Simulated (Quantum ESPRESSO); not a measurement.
K: relaxation of cell and atoms with PBE

The system is K.

```
K
1.0
    -2.69756    2.69756    2.69756
     2.69756   -2.69756    2.69756
     2.69756    2.69756   -2.69756
K
1
Direct
  0.00000 0.00000 0.00000
```

```json
{
  "Program": "Quantum ESPRESSO 7.5",
  "Task": "relaxation of cell and atoms",
  "Functional": "PBE",
  "Potentials or basis": "SSSP 1.3 efficiency PBE",
  "Cutoff": "939 eV",
  "Density cutoff": "7510 eV",
  "k mesh": "7 × 7 × 7",
  "Occupations": "fermi-dirac, width 0.05 eV",
  "Spin": "no spin polarisation",
  "Target pressure": "2 GPa",
  "Mixing beta": "0.5",
  "Most SCF iterations": "120",
  "SCF threshold": "2e-10 Ry",
  "Most ionic steps": "40",
  "Forc conv thr": "0.0004 Ry/bohr",
  "Etot conv thr": "1e-05 Ry",
  "Ion dynamics": "bfgs",
  "Cell dynamics": "bfgs",
  "Press conv thr": "0.3 kbar"
}
```

```yaml
Relaxed_volume: 53.86 Å³/atom
Relaxed_cell: a = 4.121 Å, b = 4.121 Å, c = 4.121 Å, α = 109.47°, β = 109.47°, γ = 109.47°
Space_group_after_relaxing_to_0.05_Å: Im-3m (No. 229)
Energy_change_on_relaxing_the_enthalpy_is_what_falls: +91.0 meV/atom
Ionic_steps: 10
Pressure_after_relaxing: 2.0 GPa
Band_gap_on_the_k_mesh: none (metal or under the smearing width)
```

The path:
```tsv
step	energy change (eV)	largest force (eV/Å)	pressure (GPa)	volume (Å³)
1	0.0000	0.0000	-0.21	78.52
2	-0.0011	0.0000	-0.18	77.64
3	-0.0024	0.0000	-0.13	76.33
4	-0.0035	0.0000	-0.05	74.39
5	-0.0031	0.0000	0.09	71.54
6	0.0025	0.0000	0.35	67.41
7	0.0246	0.0000	0.88	61.52
8	0.0978	0.0000	2.10	53.34
9	0.0901	0.0000	1.99	53.94
10	0.0910	0.0000	2.00	53.86
```

Final structure:
```xyz
1
Lattice="-2.3791 2.3791 2.3791 2.3791 -2.3791 2.3791 2.3791 2.3791 -2.3791" Properties=species:S:1:pos:R:3 pbc="T T T"
K     0.0000    0.0000    0.0000
```

Levels at points of the mesh, in eV from the Fermi level:
```tsv
k point	band 1	band 2	band 3	band 4	band 5	band 6	band 7	band 8	band 9	band 10
(0.00, 0.00, 0.00)	-32.00	-15.41	-15.41	-15.41	-2.61	4.55	4.55	4.55	5.67	5.67
```

Run time: 4.2 min on 1 thread of Arm Neoverse V2, on a shared host, peak memory 0.45 GiB.

Caveat: the volume moved by over 15 % at a fixed basis, so the end points are rough.
